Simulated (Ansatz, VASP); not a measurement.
## Re in VASP and in Ansatz

```
Re
1.0
    -1.54368    1.54368    1.54368
     1.54368   -1.54368    1.54368
     1.54368    1.54368   -1.54368
Re
1
Direct
  0.00000 0.00000 0.00000
```

The cell was built by a generator and needn't be a form met in nature.

Alike in both runs: task relaxation of cell and atoms; functional RPBE; k mesh 14 × 14 × 14; occupations fermi-dirac, width 0.1 eV; no spin polarisation.

|  | VASP | Ansatz |
| --- | --- | --- |
| version | VASP 6.6.1 | Ansatz 0.2.0 |
| potentials or method | VASP PAW PBE potentials, release 64 (Re) | plane waves (420 eV) with PAW, scalar-relativistic |
| plane-wave cutoff (eV) | 600 | 420 |
| valence electrons in the cell | 7 | 15 |

Ansatz gave:

* relaxed volume (Å³/atom): 15.25
* relaxed cell length with the largest relative difference (Å): 2.706
* energy change over the relaxation (meV/atom): -22

**Question.** Which values does VASP return?

**Answer.** Relaxed volume (Å³/atom): 15.23; relaxed cell length with the largest relative difference (Å): 2.705; energy change over the relaxation (meV/atom): -20.

The two sets of potentials don't hold the same shells in valence.

Caveats: the PAW data sets were made with another functional, which shifts forces and pressure a little (VASP). The runs have no spin-orbit coupling, so splittings on Re are missing.
